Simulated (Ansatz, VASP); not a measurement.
## BN in VASP and in Ansatz

```
CELL_PARAMETERS angstrom
0.00000 1.81300 1.81300
1.81300 0.00000 1.81300
1.81300 1.81300 0.00000
ATOMIC_POSITIONS crystal
B 0.00000 0.00000 0.00000
N 0.73806 0.75398 0.75398
```

Change from the starting cell: all N atoms moved +0.025 Å, as atom 2 towards its neighbour atom 1 (B) at 1.570 Å.

Alike in both runs: task single point; functional PBE; k mesh 12 × 12 × 12; occupations gaussian, width 0.05 eV; no spin polarisation.

```csv
,VASP,Ansatz
version,VASP 6.6.1,Ansatz 0.2.0
potentials or method,"VASP PAW PBE potentials, release 64 (B, N)","scalar-relativistic, plane waves, PAW"
plane-wave cutoff (eV),520,420
valence electrons in the cell,8,8
```

|  | VASP | Ansatz | Ansatz less VASP |
| --- | --- | --- | --- |
| gap on the k mesh at the Fermi level (eV) | 4.32 | 4.33 | +0.012 |
| least direct gap on the mesh (eV) | 8.54 | 8.55 | +0.010 |
| pressure (GPa) | 0.0 | -0.2 | -0.24 |
| largest component of the traceless stress (GPa) | 0.41 | 0.38 | -0.036 |
| rms of the force components (eV/Å) | 0.362 | 0.360 | -0.0019 |

Atom by atom the forces differ by 0.002 eV/Å (rms over components).

A k mesh can miss the band edges.
